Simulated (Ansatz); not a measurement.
Ag, DFT, PBE, all-electron PAW with datasets made for the crystal, scalar-relativistic (Ansatz 0.2.0), run on 1 thread of Arm Neoverse V1 on a shared host.

The cell is COD entry 9008459, as deposited and not checked against the literature; nothing was relaxed. The listed cell was then made from it by scaling, straining or moving an atom.

Command: `ansatz run input.yaml --threads 1 --pin off --max-ram 3072MiB --backend cpu --events-out ev --progress --plain --runs-dir out`

```yaml
crystal:
  lattice:
    - [-0.061293, 2.0124535, 2.0124535]
    - [2.0124535, -0.061293, 2.0124535]
    - [2.0124535, 2.0124535, -0.061293]
  atoms:
    - { symbol: Ag, position: [0.0, 0.0, 0.0] }
kpoints:
  mp_grid: { grid: [15, 15, 15] }
scf:
  occupations: { method: fermi_dirac, width: 0.05 }
hamiltonian:
  xc: pbe
  pseudopotentials: { kind: all_electron, datasets: crystal }
output:
  forces: true
  stress: true
  eigenvalues: true
  efg: { contact_densities: true }
```

(1) How large is the problem that the program sets up?

(2) Estimate the wall time and the peak memory.

(3) And the same cell and mesh by PAW with the default files, asked for forces, stress, eigenvalues, efg, on the same hardware?

Answers

(1) 344 irreducible k-points, 169 plane waves at Γ, 10 bands.

(2) 14 s of wall time for 8 SCF iterations, with a peak of 0.46 GiB. Times on shared machines scatter by tens of per cent.

(3) 5 s, peak memory 0.38 GiB.
